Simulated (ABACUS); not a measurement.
# BN (Fmm2) in ABACUS: reference runs

Aim: a first look at BN with PBEsol, on the cell as given.

Program: ABACUS 3.10.1. These are calculated values, not measurements. Logs are shortened: lines on timing, memory, paths and dates and some standing lists are left out, and cuts for length are marked.

## Step 1: The crystal as given

Symmetry: Fmm2, No. 42, orthorhombic system. Conventional cell: a = 2.503 Å, b = 6.991 Å, c = 4.332 Å, α = 90.00°, β = 90.00°, γ = 90.00°. N (site symmetry mm2) has 3 B at 1.44 Å as nearest neighbours. B (site symmetry mm2) has 3 N at 1.44 Å as nearest neighbours.

Measurements of this composition are mostly on another form, of space group No. 194.

## Step 2: Single point, PBEsol

INPUT

```
INPUT_PARAMETERS
suffix              BN
calculation         scf
basis_type          pw
pseudo_dir          ./
symmetry            1
dft_functional      pbesol
ecutwfc             84
pseudo_rcut         7
nspin               1
nbands              8
ks_solver           dav
smearing_method     fd
smearing_sigma      0.00367493
scf_thr             1e-08
scf_nmax            100
mixing_type         broyden
mixing_beta         0.7
cal_force           1
cal_stress          1
kpar                4
```

STRU

```
ATOMIC_SPECIES
N 14.0070 N.upf
B 10.8100 B.upf

LATTICE_CONSTANT
1.8897261246

LATTICE_VECTORS
0.0000000000 3.4953158300 2.1660912400
1.2516321000 0.0000000000 2.1660912400
1.2516321000 3.4953158300 0.0000000000

ATOMIC_POSITIONS
Direct

N
0.0
1
0.6666513400 0.6666513400 0.3333486600 1 1 1

B
0.0
1
0.0000486500 0.0000486500 0.9999513500 1 1 1
```

KPT

```
K_POINTS
0
Gamma
13 13 13 0 0 0
```

Potentials or basis: PseudoDojo NC SR 0.4.1 PBEsol standard, plane waves.

Command:

```console
$ OMP_NUM_THREADS=1 mpirun -np 4 abacus > log
```

running log:

```text
ABACUS v3.10.1

               Atomic-orbital Based Ab-initio Computation at UStc

 ------------------------------------------------------------------------------------

 READING GENERAL INFORMATION
                           global_out_dir = OUT.BN/
                           global_in_card = INPUT
                               pseudo_dir = ./
                              orbital_dir =
                                    DSIZE = 4
                                    GSIZE = 1

 READING UNITCELL INFORMATION
                                    ntype = 2
                  lattice constant (Bohr) = 1.88973
              lattice constant (Angstrom) = 1

 READING ATOM TYPE 1
                               atom label = N
                      L=0, number of zeta = 1
                      L=1, number of zeta = 1
                      L=2, number of zeta = 1
             number of atom for this type = 1

 READING ATOM TYPE 2
                               atom label = B
                      L=0, number of zeta = 1
                      L=1, number of zeta = 1
                      L=2, number of zeta = 1
             number of atom for this type = 1

                        TOTAL ATOM NUMBER = 2
DIRECT COORDINATES
    atom                   x                   y                   z     mag                  vx                  vy                  vz
taud_N1            0.6666513400        0.6666513400        0.3333486600  0.0000        0.0000000000        0.0000000000        0.0000000000
taud_B1            0.0000486500        0.0000486500        0.9999513500  0.0000        0.0000000000        0.0000000000        0.0000000000

                          Volume (Bohr^3) = 127.899
                             Volume (A^3) = 18.9526

 Lattice vectors: (Cartesian coordinate: in unit of a_0)
                   +0            +3.49532            +2.16609
             +1.25163                  +0            +2.16609
             +1.25163            +3.49532                  +0
 Reciprocal vectors: (Cartesian coordinate: in unit of 2 pi/a_0)
            -0.399478           +0.143049           +0.230831
            +0.399478           -0.143049           +0.230831
            +0.399478           +0.143049           -0.230831
 The esolver type has been set to : ksdft_pw

                PAO radial cut off (Bohr) = 7

 Read in pseudopotential file is N.upf
                     pseudopotential type = NC
          exchange-correlation functional = PBESOL
                 nonlocal core correction = 1
                        valence electrons = 5
                                     lmax = 1
                           number of zeta = 2
                     number of projectors = 4
                           L of projector = 0
                           L of projector = 0
                           L of projector = 1
                           L of projector = 1
                PAO radial cut off (Bohr) = 7

 Read in pseudopotential file is B.upf
                     pseudopotential type = NC
          exchange-correlation functional = PBESOL
                 nonlocal core correction = 1
                        valence electrons = 3
                                     lmax = 1
                           number of zeta = 2
                     number of projectors = 4
                           L of projector = 0
                           L of projector = 0
                           L of projector = 1
                           L of projector = 1
     initial pseudo atomic orbital number = 8

 SETUP THE ELECTRONS NUMBER
             electron number of element N = 5
       total electron number of element N = 5
             electron number of element B = 3
       total electron number of element B = 3
            AUTOSET number of electrons:  = 8
                           occupied bands = 4
                                   NBANDS = 8
                                   NLOCAL = 18

 SETUP THE PLANE WAVE BASIS
 energy cutoff for charge/potential (unit:Ry) = 336
            fft grid for charge/potential = [ 45, 27, 45 ]
                        fft grid division = [ 1, 1, 1 ]
        big fft grid for charge/potential = [ 45, 27, 45 ]
                                     nbxx = 54675
                                     nrxx = 54675

 SETUP PLANE WAVES FOR CHARGE/POTENTIAL
                    number of plane waves = 13301
                         number of sticks = 871

 PARALLEL PW FOR CHARGE/POTENTIAL
     PROC   COLUMNS(POT)             PW
        1            871          13301
 --------------- sum -------------------
        1            871          13301
                            number of |g| = 1845
                                  max |g| = 30.3887
                                  min |g| = 0

----------- Double Check Mixing Parameters Begin ------------
mixing_type: broyden
mixing_beta: 0.7
mixing_gg0: 1
mixing_gg0_min: 0.1
mixing_ndim: 8
----------- Double Check Mixing Parameters End ------------

 LATTICE VECTORS: (CARTESIAN COORDINATE: IN UNIT OF A0)
                   +0            +3.49532            +2.16609
             +1.25163                  +0            +2.16609
             +1.25163            +3.49532                  +0
                       right hand lattice = 1
                                   NORM_A = 4.11208
                                   NORM_B = 2.50171
                                   NORM_C = 3.71266
                           ALPHA (DEGREE) = 80.2896
                           BETA  (DEGREE) = 36.8458
                           GAMMA (DEGREE) = 62.8646

 The lattice vectors have been changed (STRU_SIMPLE.cif)

(for optimal symmetric configuration:)
                             BRAVAIS TYPE = 10
                     BRAVAIS LATTICE NAME = 10. Orthorhombic F (face-centered)
                                    ibrav = 10
                                    IBRAV = 10
                                  BRAVAIS = FACE CENTERED ORTHORHOMBIC CELL
                       LATTICE CONSTANT A = 2.50326
                                B/A RATIO = 1.73061
                                C/A RATIO = 2.79261
Original cell was already a primitive cell.
                        ROTATION MATRICES = 8
              PURE POINT GROUP OPERATIONS = 4
                   SPACE GROUP OPERATIONS = 4
                                       C2 = 1
                                       C3 = 0
                                       C4 = 0
                                       C6 = 0
                                       S1 = 2
                                       S3 = 0
                                       S4 = 0
                                       S6 = 0
                              POINT GROUP = C_2v
                                       C2 = 1
                                       C3 = 0
                                       C4 = 0
                                       C6 = 0
                                       S1 = 2
                                       S3 = 0
                                       S4 = 0
                                       S6 = 0
               POINT GROUP IN SPACE GROUP = C_2v

 SETUP K-POINTS
                                    nspin = 1
                   Input type of k points = Monkhorst-Pack(Gamma)
                                   nkstot = 2197
                       right hand lattice = 1
(for reciprocal lattice: )
                             BRAVAIS TYPE = 9
                     BRAVAIS LATTICE NAME = 09. Orthorhombic I (body-centered)
                                    ibrav = 9
                       right hand lattice = 1
(for k-lattice: )
                             BRAVAIS TYPE = 9
                     BRAVAIS LATTICE NAME = 09. Orthorhombic I (body-centered)
                                    ibrav = 9
                       right hand lattice = 1
                        ROTATION MATRICES = 8
                               nkstot_ibz = 343
K-POINTS REDUCTION ACCORDING TO SYMMETRY
     IBZ    DIRECT_X    DIRECT_Y    DIRECT_Z  WEIGHT  ibz2bz
       1  0.00000000  0.00000000  0.00000000  0.0005       0
       2  0.07692308  0.07692308  0.07692308  0.0036       1
       3  0.15384615  0.15384615  0.15384615  0.0036       2
       4  0.23076923  0.23076923  0.23076923  0.0036       3
       5  0.30769231  0.30769231  0.30769231  0.0036       4
       6  0.38461538  0.38461538  0.38461538  0.0036       5
[... 22 lines left out ...]
      29  0.15384615  0.15384615  0.30769231  0.0018      37
      30  0.23076923  0.23076923  0.00000000  0.0009      42
[... 313 further k points ...]

                               nkstot now = 343
[... K-POINTS DIRECT COORDINATES: 343 rows ...]

           k-point number in this process = 86
       minimum distributed K point number = 85
[... stars of the k points ...]

[... K-POINTS CARTESIAN COORDINATES: 86 rows ...]

[... K-POINTS DIRECT COORDINATES: 86 rows ...]

 SETUP PLANE WAVES FOR WAVE FUNCTIONS
     energy cutoff for wavefunc (unit:Ry) = 84
              fft grid for wave functions = [ 45, 27, 45 ]
                    number of plane waves = 2917
                         number of sticks = 319

 PARALLEL PW FOR WAVE FUNCTIONS
     PROC   COLUMNS(POT)             PW
        1            319           2917
 --------------- sum -------------------
        1            319           2917

 SETUP NONLOCAL PSEUDOPOTENTIALS IN PLANE WAVE BASIS
 N non-local projectors:
 projector 1 L=0
 projector 2 L=0
 projector 3 L=1
 projector 4 L=1
 B non-local projectors:
 projector 1 L=0
 projector 2 L=0
 projector 3 L=1
 projector 4 L=1
      TOTAL NUMBER OF NONLOCAL PROJECTORS = 16

 Init Non-Local PseudoPotential table :
 Init Non-Local-Pseudopotential done.

                                     npwx = 1675

 Make real space PAO into reciprocal space.
       max mesh points in Pseudopotential = 701
     dq(describe PAO in reciprocal space) = 0.01
                                    max q = 1104

 number of pseudo atomic orbitals for N is 2
WARNING: norm of atomic wavefunction # 2 of atomic type N is 0.999902, renormalized

 number of pseudo atomic orbitals for B is 2
WARNING: norm of atomic wavefunction # 1 of atomic type B is 0.999867, renormalized
WARNING: norm of atomic wavefunction # 2 of atomic type B is 0.997368, renormalized

 -------------------------------------------
 SELF-CONSISTENT
 -------------------------------------------
                                 init_chg = atomic

 PW ALGORITHM --------------- ION=   1  ELEC=   1--------------------------------

 Density error is 0.37046383279
                          Error Threshold = 0.01
----------------------------------------------------------
     Energy           Rydberg                 eV
----------------------------------------------------------
 E_KohnSham     -26.6372538810       -362.4184318545
 E_Harris       -24.3244295801       -330.9508428894
 E_Fermi        0.2180879205         2.9672383836
----------------------------------------------------------
[... 75 lines left out ...]
 Density error is 2.18295584505e-09
                          Error Threshold = 7.7778455371e-10
----------------------------------------------------------
     Energy           Rydberg                 eV
----------------------------------------------------------
 E_KohnSham     -26.7393611285       -363.8076722272
 E_KS(sigma->0) -26.7393611285       -363.8076722272
 E_Harris       -26.7392439040       -363.8060773067
 E_band         -1.7501567542        -23.8121042499
 E_one_elec     -9.8993437850        -134.6874819369
 E_Hartree      8.9593383656         121.8980520822
 E_xc           -8.5798153821        -116.7343769843
 E_Ewald        -17.2195403270       -234.2838653882
 E_entropy(-TS) -0.0000000000        -0.0000000000
 E_descf        0.0000000000         0.0000000000
 E_exx          0.0000000000         0.0000000000
 E_Fermi        0.4924634119         6.7003084578
----------------------------------------------------------

 charge density convergence is achieved
 final etot is -363.80767223 eV
 EFERMI = 6.7003084578 eV

 STATE ENERGY(eV) AND OCCUPATIONS    NSPIN == 1
 1/86 kpoint (Cartesian) = 0.0000 0.0000 0.0000 (1647 pws)
       1       -13.5765    0.000910332
       2      -0.271278    0.000910332
       3        2.84382    0.000910332
       4        2.85089    0.000910332
       5        8.93774    3.35019e-23
       6        15.8161    6.02621e-83
       7        15.8779    1.75065e-83
       8        17.1568        0.00000

 2/86 kpoint (Cartesian) = 0.030729 0.011004 0.017756 (1659 pws)
       1       -13.4576     0.00728266
       2      -0.156035     0.00728266
       3        2.36436     0.00728266
       4        2.62116     0.00728266
       5        9.20720    1.22386e-24
       6        15.7823    9.48445e-82
       7        16.3419    1.30753e-86
       8        16.7482        0.00000
[... 31 lines left out ...]
 6/86 kpoint (Cartesian) = 0.15365 0.055019 0.088781 (1675 pws)
       1       -11.0269     0.00728266
       2       -3.67563     0.00728266
       3       0.293633     0.00728266
       4        2.41433     0.00728266
       5        10.0849    2.90872e-32
       6        13.7090    9.67372e-64
       7        15.9620    2.60627e-83
       8        21.1981        0.00000

[... levels at 80 further k points ...]

------------------------------------------------------------------------------------------
 TOTAL-FORCE (eV/Angstrom)
------------------------------------------------------------------------------------------
                        N1         0.0000000000         0.0000000000        -0.0101131165
                        B1         0.0000000000         0.0000000000         0.0101131165
------------------------------------------------------------------------------------------

----------------------------------------------------------------
 TOTAL-STRESS (KBAR)
----------------------------------------------------------------
        13.1316630958        -0.0000000000         0.0000000000
         0.0000000000         1.9786609910        -0.0000000000
        -0.0000000000         0.0000000000        13.5620552725
----------------------------------------------------------------
 TOTAL-PRESSURE: 9.557460 KBAR

 --------------------------------------------
 !FINAL_ETOT_IS -363.8076722271860604 eV
 --------------------------------------------
```

It took 11 s on 4 MPI ranks of AMD EPYC 9R45 (Zen 5), shared host; peak memory 0.36 GiB.

What came out:

| Quantity | Value |
| --- | --- |
| Free energy | -363.8077 eV |
| Pressure | 1.0 GPa |
| Largest force | 0.010 eV/Å |
| Band gap on the k mesh | 3.82 eV, indirect (least direct gap 4.61 eV) |

Forces in eV/Å, atoms in the order of the input:
```
N    0.000  0.000 -0.010
B    0.000  0.000  0.010
```

Stress tensor (GPa, compression positive):
```
1.31 0.00 0.00
0.00 0.20 0.00
0.00 0.00 1.36
```

Caveat: an odd mesh through Γ misses points on the zone boundary, where band edges often lie. As with any semilocal functional, this PBEsol gap is likely too small.
